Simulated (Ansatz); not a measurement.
# TePb (Fm-3m) in Ansatz: further runs

The runs below take TePb through single point, with PBE.

All numbers are computed with Ansatz 0.2.0; they aren't measurements. Logs are shortened: lines on timing, memory, paths and dates and some standing lists are left out, and cuts for length are marked.

### Step 1. The structure

Symmetry: Fm-3m, No. 225, cubic system. The conventional cell has a = 6.462 Å, b = 6.462 Å, c = 6.462 Å, α = 90.00°, β = 90.00°, γ = 90.00°. Pb (site symmetry m-3m) is surrounded by 6 Te at 3.23 Å. Around Te (site symmetry m-3m) lie 6 Pb at 3.23 Å.

### Step 2. Single point, PBE, 31.71 Å³/atom (volume scaled by 0.94)

Input file input.yaml:

```yaml
crystal:
  lattice:
    - [0.0, 3.1650427173, 3.1650427173]
    - [3.1650427173, 0.0, 3.1650427173]
    - [3.1650427173, 3.1650427173, 0.0]
  atoms:
    - { symbol: Pb, position: [0.0, 0.0, 0.0] }
    - { symbol: Te, position: [0.5, 0.5, 0.5] }
kpoints:
  mp_grid: { grid: [7, 7, 7] }
scf:
  occupations: { method: fermi_dirac, width: 0.05 }
hamiltonian:
  xc: pbe
  pseudopotentials: { kind: all_electron, lapw: { basis_error: 0.0005 } }
output:
  forces: true
  stress: true
  eigenvalues: true
```

Potentials or basis: all-electron LAPW, scalar-relativistic.

Command:

```sh
> ansatz run input.yaml --threads 1 --pin off --max-ram 2560MiB --backend cpu --events-out ev --progress --plain --runs-dir out
```

The program printed:

```text
Warning: RAYON_NUM_THREADS=1 ignored (pool sized by the plan → 1); use --threads N
LAPW: plane waves up to 7.326 Å⁻¹, error target 5.0e-4 eV per atom; small_component_spin mean_spin; Te in spheres of 1.551 Å, 24 of its electrons in bands, Dirac shells []; Pb in spheres of 1.614 Å, 36 of its electrons in bands, Dirac shells [] (how accurate: hamiltonian.pseudopotentials.lapw.basis_error, Limitations)
Engine: ansatz 0.2.0, x86_64-unknown-linux-gnu
Pseudopotentials: kind: all_electron
Pseudopotential: Pb, LAPW, valence charge 36, lapw/all_electron/scalar/gaussian/Pb, Koelling and Harmon's equation, gaussian nucleus
Pseudopotential: Te, LAPW, valence charge 24, lapw/all_electron/scalar/gaussian/Te, Koelling and Harmon's equation, gaussian nucleus
Functional definition: PBE
  parameter kappa = 0.804
  parameter beta = 0.06672455060314922
  exchange = pbe_x(kappa = kappa, mu = beta*pi^2/3)
  correlation = pbe_c(beta = beta)
Crystal: 2 atoms, lattice volume = 63.412 Å³
Basis set: ecut = 204.46294581760642 eV, 411 PW (Γ), exchange–correlation at level 2
Bands: 36, of which v1, the nominal top of the filled ones, is band 30 counted from 1 (29 counted from 0)
Symmetry: 48 space group operations
Space group: Fm-3m (ITA 225), of the structure as read, at distance tolerance 4.0e-5 Å
k-points: 20 of 343
Non-local potential: Pb, projectors of the file, none
Non-local potential: Te, projectors of the file, none
Initial density: superposition of atomic densities (chi_scale 0.1, normalization cell, long waves kept (reshape's long-wave potential 0.00 eV rms))
Initial wavefunctions: plane waves of lowest kinetic energy (no species holds an atomic orbital)
Functional: x = pbe(κ = 0.804, μ = 0.2195149727645171), c = pbe(β = 0.06672455060314922)
iter 1 solved again at ethr=5.61e-4 eV; its pass at ethr=1.00e-1 eV (dr2=3.37e-1 eV) is discarded
SCF iter   1: F=—  HF=-752951.757978 eV  |F-HF|=—  |Δ(HF+E_count)|=         —  Δρ=1.49e-2  dr2=3.36e-1  ethr=5.61e-4  ⟨swp⟩=2.5  Hψ=4475  notcnv=0
preconditioner: auto → none  [insulator: Δε(μ)=0.980 eV  Ē_g=16.254 eV  σ=0.050 eV  W_gap=1.00  n_scr=14 (ndim 8)  ℏωp=20.9 eV  f_vac=0.078  D(μ)=0.00/eV (n_scr^D=0)  ε∞_Penn≈2.6]
iter 2 solved again at ethr=1.01e-5 eV; its pass at ethr=5.61e-4 eV (dr2=6.05e-3 eV) is discarded
SCF iter   2: F=—  HF=-752951.667881 eV  |F-HF|=—  |Δ(HF+E_count)|=   9.01e-2  Δρ=3.56e-3  dr2=6.06e-3  ethr=1.01e-5  ⟨swp⟩=2.0  Hψ=3742  notcnv=0
SCF iter   3: F=—  HF=-752951.663061 eV  |F-HF|=—  |Δ(HF+E_count)|=   4.82e-3  Δρ=2.35e-3  dr2=5.11e-3  ethr=1.01e-5  ⟨swp⟩=2.3  Hψ=2153  notcnv=0
SCF iter   4: F=—  HF=-752951.664176 eV  |F-HF|=—  |Δ(HF+E_count)|=   1.11e-3  Δρ=1.04e-3  dr2=1.06e-3  ethr=8.52e-6  ⟨swp⟩=2.0  Hψ=2141  notcnv=0
SCF iter   5: F=—  HF=-752951.664313 eV  |F-HF|=—  |Δ(HF+E_count)|=   1.37e-4  Δρ=2.24e-4  dr2=4.48e-5  ethr=1.77e-6  ⟨swp⟩=2.0  Hψ=2142  notcnv=0
SCF iter   6: F=—  HF=-752951.664329 eV  |F-HF|=—  |Δ(HF+E_count)|=   1.57e-5  Δρ=3.36e-5  dr2=1.03e-6  ethr=7.47e-8  ⟨swp⟩=2.5  Hψ=2156  notcnv=0
SCF iter   7: F=-752951.664330 eV  HF=-752951.664330 eV  |F-HF|=2.67e-8  |Δ(HF+E_count)|=   1.16e-6  Δρ=4.60e-6  dr2=1.52e-8  ethr=1.71e-9  ⟨swp⟩=3.0  Hψ=2205  notcnv=0
SCF 1 converged in 7 iterations: F = -752951.664330 eV  dr2 = 1.52e-8
SCF converged after 7 iterations
Free energy (F): -752951.664330 eV
Harris-Foulkes:  -752951.664330 eV  (|F-HF|=2.67e-8)
Internal energy: -752951.664324 eV  (E = F + TS)
E sigma→0 (E₀):  -752951.664327 eV
Entropy (-TS):   -0.000006 eV (-0.003 meV/atom)
Fermi energy:    13.395051 eV
--- Per-component energies (eV) ---
  E_band       = -3339.909854
  E_kinetic    = 850232.935402
  E_xc         = -15372.827342
  E_electrostatic = -1587811.772383  (all electrons and nuclei)
  E_smearing   = -0.000006  (= −TS)
  E_closure    = 0.000000  (closes the sum)
  E_atoms      = -752944.279139  (free atoms, spherical and without spin; not in F)
  Σ components = -752951.664330   (vs F -752951.664330, Δ=0.00e0)
  Basis errors (estimates in eV, not in F): energy 1.8e-4 per atom: plane waves 1.7e-4 (9.1e-5 summed), levels above the bands 3.6e-61, relativity 6.8e-9, radial functions 9.4e-6, core shells 1.6e-8; eigenvalues (radial functions only) 8.2e-7; not estimated: angular momenta, meshes, grids; target (lapw.basis_error) 5.0e-4; muffin-tin radii Te 1.551 Å, Pb 1.614 Å
--- Forces (eV/Å), atoms counted from 1 ---
  atom   1  Pb     0.00000000    -0.00000000     0.00000000
  atom   2  Te    -0.00000000     0.00000000    -0.00000000
  max |Σ_I F_I| component: 1.61e-30 eV/Å
--- Stress (GPa, compression-positive) ---
        5.500592       0.000000      -0.000000
        0.000000       5.500592       0.000000
       -0.000000       0.000000       5.500592
  P = ⅓ Tr σ = 5.5006 GPa (55.006 kbar)
--- Band table (eV; the first three rows and the last of 20) ---
  k-point 0: bands = ["-145.9880", "-126.4370", "-115.4606", "-115.4584", "-115.4584", "-115.4584", "-115.4566", "-115.4566", "-115.4566", "-96.0275", "-96.0275", "-96.0275", "-68.2814", "-68.2814", "-68.2814", "-23.3692", "-23.3692", "-23.3622", "-23.3622", "-23.3622", "-3.8066", "-3.8066", "-3.7932", "-3.7932", "-3.7932", "0.4793", "7.6160", "11.4428", "11.4428", "11.4428", "17.1813", "17.1813", "17.1813", "18.7094", "18.7094", "18.7094"]
  k-point 1: bands = ["-145.9880", "-126.4370", "-115.4606", "-115.4584", "-115.4584", "-115.4584", "-115.4566", "-115.4566", "-115.4566", "-96.0275", "-96.0275", "-96.0275", "-68.2814", "-68.2814", "-68.2814", "-23.3692", "-23.3692", "-23.3621", "-23.3621", "-23.3621", "-3.8102", "-3.8102", "-3.7927", "-3.7896", "-3.7896", "0.6693", "6.9280", "11.4996", "11.4996", "11.8498", "16.1735", "16.3698", "16.3698", "18.5277", "19.1112", "19.1112"]
  k-point 2: bands = ["-145.9880", "-126.4370", "-115.4606", "-115.4584", "-115.4584", "-115.4584", "-115.4566", "-115.4566", "-115.4566", "-96.0275", "-96.0275", "-96.0275", "-68.2814", "-68.2814", "-68.2814", "-23.3690", "-23.3690", "-23.3620", "-23.3618", "-23.3618", "-3.8195", "-3.8195", "-3.7918", "-3.7802", "-3.7802", "1.2100", "5.5633", "11.6753", "11.6753", "12.4609", "14.8109", "15.1241", "15.1241", "19.1392", "20.1856", "20.1856"]
  k-point 19: bands = ["-145.9880", "-126.4370", "-115.4606", "-115.4584", "-115.4584", "-115.4584", "-115.4566", "-115.4566", "-115.4566", "-96.0275", "-96.0275", "-96.0275", "-68.2815", "-68.2815", "-68.2814", "-23.3693", "-23.3687", "-23.3619", "-23.3616", "-23.3610", "-3.8669", "-3.8111", "-3.7880", "-3.7788", "-3.7619", "2.5287", "4.7586", "8.6781", "9.3683", "12.2263", "14.9427", "17.7656", "18.6310", "19.2310", "20.4694", "23.4271"]
```

Wall time 7.1 s (1 thread of Intel Xeon Platinum 8488C (Sapphire Rapids), shared host); peak memory 0.4 GiB.

What came out:

- Free energy: -752951.6643 eV
- Pressure: 5.5 GPa

Caveat: this odd mesh misses L, where the gap lies, so gap, dielectric constants and Born charges aren't listed.

### Step 3. Single point, PBE, 32.38 Å³/atom (volume scaled by 0.96)

Edit input.yaml of step 2 so:

```diff
@@ -2,5 +2,5 @@
   lattice:
-    - [0.0, 3.1650427173, 3.1650427173]
-    - [3.1650427173, 0.0, 3.1650427173]
-    - [3.1650427173, 3.1650427173, 0.0]
+    - [0.0, 3.1873324849, 3.1873324849]
+    - [3.1873324849, 0.0, 3.1873324849]
+    - [3.1873324849, 3.1873324849, 0.0]
   atoms:
```

Potentials or basis: all-electron LAPW, scalar-relativistic.

Command:

```sh
> ansatz run input.yaml --threads 1 --pin off --max-ram 2560MiB --backend cpu --events-out ev --progress --plain --runs-dir out
```

Wall time 7.7 s (1 thread of Intel Xeon Platinum 8488C (Sapphire Rapids), shared host); peak memory 0.4 GiB.

Results (log left out):

- Free energy: -752951.7053 eV
- Pressure: 4.3 GPa

Caveat: this odd mesh misses L, where the gap lies, so gap, dielectric constants and Born charges aren't listed.

### Step 4. Single point, PBE, 33.05 Å³/atom (volume scaled by 0.98)

Edit input.yaml of step 3 so:

```diff
@@ -2,5 +2,5 @@
   lattice:
-    - [0.0, 3.1873324849, 3.1873324849]
-    - [3.1873324849, 0.0, 3.1873324849]
-    - [3.1873324849, 3.1873324849, 0.0]
+    - [0.0, 3.2093147829, 3.2093147829]
+    - [3.2093147829, 0.0, 3.2093147829]
+    - [3.2093147829, 3.2093147829, 0.0]
   atoms:
```

Command:

```sh
> ansatz run input.yaml --threads 1 --pin off --max-ram 2560MiB --backend cpu --events-out ev --progress --plain --runs-dir out
```

Wall time 8.1 s (1 thread of Intel Xeon Platinum 8488C (Sapphire Rapids), shared host); peak memory 0.39 GiB.

The run converged. Its results:

```
Free energy : -752951.7363 eV
Pressure    : 3.1 GPa
```

Caveat: this odd mesh misses L, where the gap lies, so gap, dielectric constants and Born charges aren't listed.

### Step 5. Single point, PBE, 33.73 Å³/atom

Edit input.yaml of step 4 so:

```diff
@@ -2,5 +2,5 @@
   lattice:
-    - [0.0, 3.2093147829, 3.2093147829]
-    - [3.2093147829, 0.0, 3.2093147829]
-    - [3.2093147829, 3.2093147829, 0.0]
+    - [0.0, 3.231, 3.231]
+    - [3.231, 0.0, 3.231]
+    - [3.231, 3.231, 0.0]
   atoms:
```

Command:

```sh
> ansatz run input.yaml --threads 1 --pin off --max-ram 2560MiB --backend cpu --events-out ev --progress --plain --runs-dir out
```

Run time: 13 s. Hardware: 1 thread of Intel Xeon Platinum 8488C (Sapphire Rapids), shared host; peak memory 0.4 GiB.

Results (log left out):

* Free energy: -752951.7583 eV
* Pressure: 2.1 GPa

Caveat: this odd mesh misses L, where the gap lies, so gap, dielectric constants and Born charges aren't listed.

### Step 6. Single point, PBE, 34.40 Å³/atom (volume scaled by 1.02)

Edit input.yaml of step 5 so:

```diff
@@ -2,5 +2,5 @@
   lattice:
-    - [0.0, 3.231, 3.231]
-    - [3.231, 0.0, 3.231]
-    - [3.231, 3.231, 0.0]
+    - [0.0, 3.2523979746, 3.2523979746]
+    - [3.2523979746, 0.0, 3.2523979746]
+    - [3.2523979746, 3.2523979746, 0.0]
   atoms:
```

Potentials or basis: all-electron LAPW, scalar-relativistic.

Command:

```sh
> ansatz run input.yaml --threads 1 --pin off --max-ram 2560MiB --backend cpu --events-out ev --progress --plain --runs-dir out
```

It took 9.4 s on 1 thread of Intel Xeon Platinum 8488C (Sapphire Rapids), shared host; peak memory 0.38 GiB.

It converged, with:

```
Free energy : -752951.7723 eV
Pressure    : 1.2 GPa
```

Caveat: this odd mesh misses L, where the gap lies, so gap, dielectric constants and Born charges aren't listed.

### Step 7. Single point, PBE, 35.08 Å³/atom (volume scaled by 1.04)

Edit input.yaml of step 6 so:

```diff
@@ -2,5 +2,5 @@
   lattice:
-    - [0.0, 3.2523979746, 3.2523979746]
-    - [3.2523979746, 0.0, 3.2523979746]
-    - [3.2523979746, 3.2523979746, 0.0]
+    - [0.0, 3.2735180337, 3.2735180337]
+    - [3.2735180337, 0.0, 3.2735180337]
+    - [3.2735180337, 3.2735180337, 0.0]
   atoms:
```

Command:

```sh
> ansatz run input.yaml --threads 1 --pin off --max-ram 2560MiB --backend cpu --events-out ev --progress --plain --runs-dir out
```

It took 7.7 s on 1 thread of Intel Xeon Platinum 8488C (Sapphire Rapids), shared host; peak memory 0.39 GiB.

It converged, with:

* Free energy: -752951.7790 eV
* Pressure: 0.4 GPa

Caveat: this odd mesh misses L, where the gap lies, so gap, dielectric constants and Born charges aren't listed.

### Step 8. Single point, PBE, 35.75 Å³/atom (volume scaled by 1.06)

Edit input.yaml of step 7 so:

```diff
@@ -2,5 +2,5 @@
   lattice:
-    - [0.0, 3.2735180337, 3.2735180337]
-    - [3.2735180337, 0.0, 3.2735180337]
-    - [3.2735180337, 3.2735180337, 0.0]
+    - [0.0, 3.2943690292, 3.2943690292]
+    - [3.2943690292, 0.0, 3.2943690292]
+    - [3.2943690292, 3.2943690292, 0.0]
   atoms:
```

Command:

```sh
> ansatz run input.yaml --threads 1 --pin off --max-ram 2560MiB --backend cpu --events-out ev --progress --plain --runs-dir out
```

Run time: 8.3 s. Hardware: 1 thread of Intel Xeon Platinum 8488C (Sapphire Rapids), shared host; peak memory 0.39 GiB.

Results (log left out):

| Property | Result |
| --- | --- |
| Free energy | -752951.7792 eV |
| Pressure | -0.3 GPa |

Caveat: this odd mesh misses L, where the gap lies, so gap, dielectric constants and Born charges aren't listed.

### Step 9. The reference run

An earlier run on the cell as given: functional PBE; potentials or basis all-electron LAPW, scalar-relativistic; cutoff 179 eV (chosen from the basis error); basis error allowed 0.001 eV/atom; k mesh 7 × 7 × 7; occupations fermi-dirac, width 0.05 eV; no spin polarisation.

* Pressure: 2.1 GPa
* Loewdin charges: Pb +0.19; Te -0.15 e
